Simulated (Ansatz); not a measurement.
# 7 guesses for C and where they end

Theory: Ansatz 0.2.0, DFT PBE, scalar-relativistic, plane waves, PAW. Settings: cutoff 420 eV, Γ-centred meshes spaced at most about 0.3 Å⁻¹, and about 0.25 Å⁻¹ or finer for metals (2π included), Gaussian smearing. No spin polarisation in the final relaxations.

Each guess was relaxed in cell and atoms at zero pressure, within the symmetry of its start. These are static total energies at zero pressure. Coordination counts all near atoms (those within 1.25 times the shortest such distance or 1.15 times the sum of covalent radii; a plus sign parts nearer from farther groups; a slash parts the counts of unlike sites).

| guess | made from | start group | V start (Å³/atom) | end group | V end (Å³/atom) | coordination at the end | gap on mesh (eV) | E over the lowest end (meV/atom) |
| --- | --- | --- | --- | --- | --- | --- | --- | --- |
| 1 | 3-, 4-connected net of one element | P3_221 | 4.9 | P6_222 | 5.5 | C 4 | 1.94 | 1109 |
| 2 | 4-connected net of one element | P-3m1 | 5.4 | P-3m1 | 5.7 | C 4 | 4.37 | 0 |
| 3 | 4-connected net of one element | I-4m2 | 7.9 | I-4m2 | 7.7 | C 4 | 2.96 | 683 |
| 4 | 4-connected net of one element | Cccm | 8.0 | Cccm | 8.0 | C 4 | 2.96 | 775 |
| 5 | 3-connected net of one element | I4_1/amd | 9.9 | ? | ? | ? | ? | ? |
| 6 | 3-, 4-connected net of one element | P3_221 | 5.5 | P3_221 | 6.4 | C 3/4 | 0 | 1126 |
| 7 | 5-connected net of one element | P4_3 | 5.7 | P4_322 | 5.9 | C 2+2 | 1.06 | 1088 |

Guess 5 as it starts:

```cif
data_structure
_symmetry_space_group_name_H-M 'P 1'
_symmetry_Int_Tables_number 1
_cell_length_a 4.8389
_cell_length_b 4.8389
_cell_length_c 4.8389
_cell_angle_alpha 100.462
_cell_angle_beta 100.462
_cell_angle_gamma 129.556
_cell_volume 79.03
loop_
_atom_site_label
_atom_site_type_symbol
_atom_site_fract_x
_atom_site_fract_y
_atom_site_fract_z
_atom_site_occupancy
C1 C 0.83327 0.00000 0.83327 1
C2 C 0.16673 0.00000 0.16673 1
C3 C 0.75000 0.41673 0.66673 1
C4 C 0.75000 0.08327 0.33327 1
C5 C 0.58327 0.25000 0.33327 1
C6 C 0.91673 0.25000 0.66673 1
C7 C 0.00000 0.83327 0.83327 1
C8 C 0.00000 0.16673 0.16673 1
```

**Question.** Predict the end of this guess and its energy over the lowest end.

**Answer.** It ends in space group I4_1/amd (No. 141), with a = 6.586 Å, c = 3.387 Å, 9.2 Å³/atom and a gap of 0.10 eV. It lies 0.54 eV/atom over the lowest end, above guess 2 and below guess 3. Counting all near atoms, this end has C 3 and the lowest (guess 2) has C 4.

```cif
data_structure
_symmetry_space_group_name_H-M 'I4_1/amd:1'
_symmetry_Int_Tables_number 141
_cell_length_a 6.5861
_cell_length_b 6.5861
_cell_length_c 3.3865
_cell_angle_alpha 90.000
_cell_angle_beta 90.000
_cell_angle_gamma 90.000
_cell_volume 146.90
loop_
_atom_site_label
_atom_site_type_symbol
_atom_site_symmetry_multiplicity
_atom_site_Wyckoff_symbol
_atom_site_fract_x
_atom_site_fract_y
_atom_site_fract_z
_atom_site_occupancy
C1 C 16 h 0.00000 0.84331 0.03876 1
```

Kohn–Sham gaps at this level usually fall short of measured ones. Cells relaxed within their symmetry can be saddle points; a later kick test found a lower structure for C P3_221. The part of the Crystallography Open Database at hand lists C in space groups No. 58, 69, 71, 141, 166 and others; sharing a group (I4_1/amd) doesn't make a cell the listed structure. Some types were kept out of the candidates beforehand, so the set may lack a known form.
